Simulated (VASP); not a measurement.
Write an ASE script for VASP 6.6.1 that does the following.

* Task: single point
* Functional: PBEsol
* Potentials or basis: VASP PAW PBE potentials, release 64 (Pt, Te)
* Cutoff: 500 eV
* k mesh: 8 × 8 × 8
* Occupations: gaussian, width 0.05 eV
* Spin: no spin polarisation
* Further INCAR settings: ALGO = Normal; EDIFF = 1.00e-06

The structure of TePt lies in TePt.cif:

```cif
data_TePt
_cell_length_a 7.04307031
_cell_length_b 7.04307031
_cell_length_c 7.04307031
_cell_angle_alpha 32.68155798
_cell_angle_beta 32.68155798
_cell_angle_gamma 32.68155798
_space_group_name_H-M_alt 'P1'
_space_group_name_Hall 'P 1'
_space_group_IT_number 1
loop_
_space_group_symop_operation_xyz
'x,y,z'
loop_
_atom_site_label
_atom_site_type_symbol
_atom_site_symmetry_multiplicity
_atom_site_Wyckoff_symbol
_atom_site_fract_x
_atom_site_fract_y
_atom_site_fract_z
_atom_site_occupancy
Pt1 Pt 1 a 0.1296666667 0.1296666667 0.1296666667 1
Pt2 Pt 1 a 0.8703333333 0.8703333333 0.8703333333 1
Te1 Te 1 a 0.4020000000 0.4020000000 0.4020000000 1
Te2 Te 1 a 0.5980000000 0.5980000000 0.5980000000 1
```

These files were run (other wordings do the same):

run.py

```python
from ase.calculators.vasp import Vasp
from ase.dft.bandgap import bandgap
from ase.io import read

atoms = read('TePt.cif')
calc = Vasp(
    directory='calc',
    xc='pbesol',
    pp='PBE',
    setups='minimal',
    prec='Accurate',
    encut=500,
    ediff=1e-06,
    ismear=0,
    sigma=0.05,
    lreal=False,
    lasph=True,
    nelm=80,
    algo='Normal',
    isif=2,
    lwave=False,
    lcharg=False,
    kpts=[8, 8, 8],
    gamma=True,
)
atoms.calc = calc

print('energy (eV):', atoms.get_potential_energy())
print('free energy (eV):', atoms.get_potential_energy(force_consistent=True))
print('forces (eV/A):')
print(atoms.get_forces())
print('stress (eV/A^3, Voigt):', atoms.get_stress())
print('Fermi level (eV):', calc.get_fermi_level())
gap, top, bottom = bandgap(calc)
print('band gap (eV):', gap, 'from (spin, k, band)', top, 'to', bottom)
```

Potentials or basis: VASP PAW PBE potentials, release 64 (Pt, Te).

Launch:

```bash
$ python run.py
```

It gave:

```yaml
Pressure: -0.5 GPa
Largest_force: 0.191 eV/Å
Band_gap_on_the_k_mesh: none (metal or under the smearing width)
```

Caveat: the PAW data sets were made with another functional, which shifts forces and pressure a little.

Wall time 5.1 min on 1 thread of AMD EPYC 7R13 Processor (Zen 3), on a shared host, peak memory 0.38 GiB.
